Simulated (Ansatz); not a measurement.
Runs of Ansatz 0.2.0 on Hf. The structure is cubic, space group Im-3m (No. 229). Conventional cell: a = 3.610 Å, b = 3.610 Å, c = 3.610 Å, α = 90.00°, β = 90.00°, γ = 90.00°. Hf (site symmetry m-3m) has 8 Hf at 3.13 Å as nearest neighbours. This isn't the form of Hf at room conditions, which is hcp.

```csv
task,level,spin,cell,k mesh,points for each segment of the path,gap on the mesh (eV),pressure (GPa),relaxed volume (Å³/atom)
relaxation of cell and atoms,LDA,off,relaxed,10 × 10 × 10,-,none,0.0,20.42
relaxation of cell and atoms,PBEsol,off,relaxed,10 × 10 × 10,-,none,0.0,21.30
band structure,LDA,"SOC, no magnetisation",as given,7 × 7 × 7,14,none,-11.8,-
band structure,PBE,off,as given,10 × 10 × 10,14,none,-4.9,-
band structure,LDA,off,as given,10 × 10 × 10,14,none,(b),-
band structure,PBEsol,off,as given,10 × 10 × 10,14,none,-9.0,-
relaxation of cell and atoms,PBE,off,relaxed,10 × 10 × 10,-,none,0.0,(a)
band structure,PBE,"SOC, no magnetisation",as given,7 × 7 × 7,14,none,-4.3,-
```

Alike in all rows: potentials or basis Ansatz PAW; cutoff (eV) 420; smearing fermi-dirac 0.05 eV.

Task: Fill in the values left out.

Result: (a) 22.31; (b) -12.6.

Caveats: the PAW data sets come from PBE, with cores solved anew for the run's functional, which leaves a small shift of forces and pressure (some runs); the plane-wave basis is chosen anew once the cell has moved, so the energies of steps on either side of that aren't comparable (some runs); spin-orbit coupling is left out, which moves the levels of the heavy elements (some runs); the volume moved by -13 % from the deposited cell, more than functionals usually miss (some runs).

A k mesh can miss the band edges, and rows without SOC leave out spin-orbit coupling on Hf.

A gap of «none» marks a metal or a gap under the smearing width.
